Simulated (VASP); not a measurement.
Write the native input for VASP 6.6.1 that does the following.

```yaml
Task: relaxation of cell and atoms
Functional: r2SCAN
Potentials_or_basis: VASP PAW PBE potentials, release 64 (Pt, Se)
Cutoff: 600 eV
k_mesh: 8 × 8 × 5
Occupations: gaussian, width 0.05 eV
Spin: no spin polarisation
Further_INCAR_settings: ALGO = Normal; EDIFF = 1e-06; IBRION = 2; EDIFFG = -0.01; NSW = 40; ISIF = 3
```

The structure of PtSe2 (Sudovikovite) lies in POSCAR:

```
PtSe2
1.0
    3.7240000000      0.0000000000      0.0000000000
   -1.8620000000      3.2250786037      0.0000000000
    0.0000000000      0.0000000000      5.0620000000
Pt Se
1 2
Direct
    0.0000000000      0.0000000000      0.0000000000
    0.6666666667      0.3333333333      0.7500000000
    0.3333333333      0.6666666667      0.2500000000
```

The input as run:

INCAR

```
PREC = Accurate ; ENCUT = 600
EDIFF = 1E-6 ; ISMEAR = 0
SIGMA = 0.05 ; LREAL = F
LASPH = T ; NELM = 100
ALGO = Normal ; ISIF = 3
LWAVE = F ; LCHARG = F
METAGGA = R2SCAN ; LMIXTAU = T
IBRION = 2 ; NSW = 40
EDIFFG = -0.01
```

KPOINTS

```
regular mesh
0
Gamma
  8 8 5
```

Potentials or basis: VASP PAW PBE potentials, release 64 (Pt, Se).

Command:

```bash
$ cat potpaw_PBE.64/Pt/POTCAR potpaw_PBE.64/Se/POTCAR > POTCAR
$ mpirun -np 1 vasp_std > vasp.out
```

It gave:

```json
{
  "Relaxed volume": "23.11 Å³/atom",
  "Relaxed cell": "a = 3.720 Å, b = 3.720 Å, c = 5.786 Å, α = 90.00°, β = 90.00°, γ = 120.00°",
  "Space group after relaxing (to 0.05 Å)": "P-3m1 (No. 164)",
  "Energy gained by relaxing": "23.7 meV/atom",
  "Ionic steps": "15",
  "Pressure after relaxing": "0.0 GPa",
  "Largest force after relaxing": "0.008 eV/Å",
  "Band gap on the k mesh": "0.64 eV, indirect (least direct gap 1.00 eV)"
}
```

Caveat: the PAW data sets were made with another functional, which shifts forces and pressure a little; spin-orbit coupling is left out, which moves the levels of the heavy elements; an odd mesh through Γ misses points on the zone boundary, where band edges often lie; the volume moved by +14 % from the deposited cell, more than functionals usually miss.

Run time: 19 min on 1 thread of Intel(R) Xeon(R) Platinum 8488C (Sapphire Rapids), on a shared host, peak memory 0.23 GiB.
